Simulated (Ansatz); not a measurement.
**KBr (CsCl type): how the settings move a single-point run**

Aim: see which settings change the result for KBr (CsCl type), by how much, and at what cost.

Program: Ansatz 0.2.0. Level of theory: reference: DFT, LDA, PAW with Ansatz's default frozen-core files, scalar-relativistic. These are calculated values, not measurements.

### Step 1. Starting point

Symmetry: Pm-3m, No. 221, cubic system. The conventional cell has a = 2.819 Å, b = 2.819 Å, c = 2.819 Å, α = 90.00°, β = 90.00°, γ = 90.00°. K (site symmetry m-3m) has 8 Br at 2.44 Å in its first shell of neighbours. Br (site symmetry m-3m) is surrounded by 8 K at 2.44 Å.

Coordinates:

```
CELL_PARAMETERS angstrom
2.81950 0.00000 0.00000
0.00000 2.81950 0.00000
0.00000 0.00000 2.81950
ATOMIC_POSITIONS crystal
K 0.00000 0.00000 0.00000
Br 0.50000 0.50000 0.50000
```

### Step 2. Reference

Input file input.yaml:

```yaml
crystal:
  lattice:
    - [2.8194969258, 0.0, 0.0]
    - [0.0, 2.8194969258, 0.0]
    - [0.0, 0.0, 2.8194969258]
  atoms:
    - { symbol: K, position: [0.0, 0.0, 0.0] }
    - { symbol: Br, position: [0.5, 0.5, 0.5] }
kpoints:
  mp_grid: { grid: [11, 11, 11] }
scf:
  occupations: { method: fermi_dirac, width: 0.1 }
hamiltonian:
  xc: lda
  pseudopotentials: { kind: paw }
output:
  forces: true
  stress: true
  eigenvalues: true
  write_density: true
  write_potential: true
  elf: true
  volumetric_format: npy
basis:
  ecutwfc: 600
```

On the command line:

```
> ansatz run input.yaml --threads 1 --pin off --max-ram 2048MiB --backend cpu --events-out ev --progress --plain --runs-dir out
```

### Step 3. Changed: mixing.algorithm broyden, mixing.beta 0.05, xc revpbe, ecutwfc 300 eV

Changes to input.yaml since step 2:

```diff
@@ -10,6 +10,18 @@
   mp_grid: { grid: [11, 11, 11] }
+  band_path:
+    path:
+      - [0.0, 0.0, 0.0]
+      - [0.0, 0.5, 0.0]
+      - [0.5, 0.5, 0.0]
+      - [0.0, 0.0, 0.0]
+      - [0.5, 0.5, 0.5]
+      - [0.0, 0.5, 0.0]
+      - [0.5, 0.5, 0.5]
+      - [0.5, 0.5, 0.0]
+    npoints: 8
 scf:
   occupations: { method: fermi_dirac, width: 0.1 }
+  mixing: { algorithm: broyden, beta: 0.05 }
 hamiltonian:
-  xc: lda
+  xc: revpbe
   pseudopotentials: { kind: paw }
@@ -19,2 +31,3 @@
   eigenvalues: true
+  populations: true
   write_density: true
@@ -24,2 +37,2 @@
 basis:
-  ecutwfc: 600
+  ecutwfc: "300 eV"
```

Before running it: what results should come out? Wanted: for each run, ending; energy change; pressure; gap; force.

The runs gave:

| run | ending | energy change | pressure (GPa) | gap (eV) | force (eV/Å) | cycles | time |
| --- | --- | --- | --- | --- | --- | --- | --- |
| reference | converged | - | 189.9 | 0.19 | 0.00 | 6 | 2.1 s |
| 1: mixing.algorithm broyden, mixing.beta 0.05, xc revpbe, ecutwfc 300 eV | converged | not comparable | 212.1 | 0.41 | 0.00 | 10 | 1.6 s |

Times don't compare one to one where runs were asked for different outputs or read a saved state (see the inputs); cycles may leave out searches for a lower state.

Residual by cycle in the longest SCF loop of each run; runs are numbered as in the table. The quantity is the density residual dr2, in eV.

| cycle | reference | run 1 |
| --- | --- | --- |
| 1 | 0.0104 | 0.0167 |
| 2 | 0.00356 | 0.0158 |
| 3 | 3.9e-4 | 0.00449 |
| 4 | 7.8e-6 | 5.6e-4 |
| 5 | 1.4e-7 | 1.5e-4 |
| 6 | 1.1e-8 | 2.2e-5 |
| 7 | - | 3.3e-6 |
| 8 | - | 1.7e-7 |
| 9 | - | 1.3e-7 |
| 10 | - | 8.6e-9 |

Total energies don't compare across a change of functional; the pressure goes from 189.9 to 212.1 GPa and the gap on the mesh goes from 0.19 to 0.41 eV. The cutoff changed too. The cutoff is under what these potentials recommend, as the log warns, so basis error is mixed in. Run 1 ran under the cutoff that the potentials recommend, as the log warns, so basis error is mixed into its values. The structure is not at rest: the sound run finds 190 GPa, so these are no properties of the relaxed crystal. 
